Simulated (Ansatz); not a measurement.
## Cu: do energies and stresses tell the same story?

The calculation used DFT PBE, scalar-relativistic, plane waves, PAW (Ansatz 0.2.0).

Plane waves to 420 eV, a k mesh through Γ of 20×20×20 on the computed 1-atom cell and Gaussian smearing (0.10 eV); no spin polarisation.

Relaxed cell: Fm-3m, a = 3.630 Å, b = 3.630 Å, c = 3.630 Å, α = 90.00°, β = 90.00°, γ = 90.00°, 1 atom in the primitive cell.

Energies at zero smearing and pressures from the stress tensor, at volumes with shape and atoms relaxed:
```tsv
V (Å³/atom)	E − E(first) (meV/atom)	P (GPa)
10.521	0.00	24.83
10.880	-46.36	16.85
11.238	-76.39	10.19
11.597	-92.78	4.64
11.956	-97.81	0.01
12.314	-93.35	-3.85
12.673	-81.01	-7.06
13.151	-54.57	-10.52
```

Check P = −dE/dV between neighbouring volumes, and get the bulk modulus from the pressures alone.

With 1 eV/Å³ = 160.2 GPa:
| middle V (Å³/atom) | −ΔE/ΔV (GPa) | mean P (GPa) |
| --- | --- | --- |
| 10.700 | 20.708 | 20.837 |
| 11.059 | 13.413 | 13.518 |
| 11.418 | 7.326 | 7.413 |
| 11.776 | 2.245 | 2.321 |
| 12.135 | -1.992 | -1.923 |
| 12.494 | -5.512 | -5.458 |
| 12.912 | -8.861 | -8.793 |

The two differ by 0.13 GPa at most. The mean of two end pressures misses the average over a step by about ΔV² P″/12, up to 0.12 GPa here; with that taken off 0.01 GPa remains. Around V = 11.956 Å³/atom, the two neighbours give B = −V ΔP/ΔV = 11.956 × 8.49 / 0.717 = 141.5 GPa, against B0 = 140.5 GPa from the Birch–Murnaghan fit of the energies.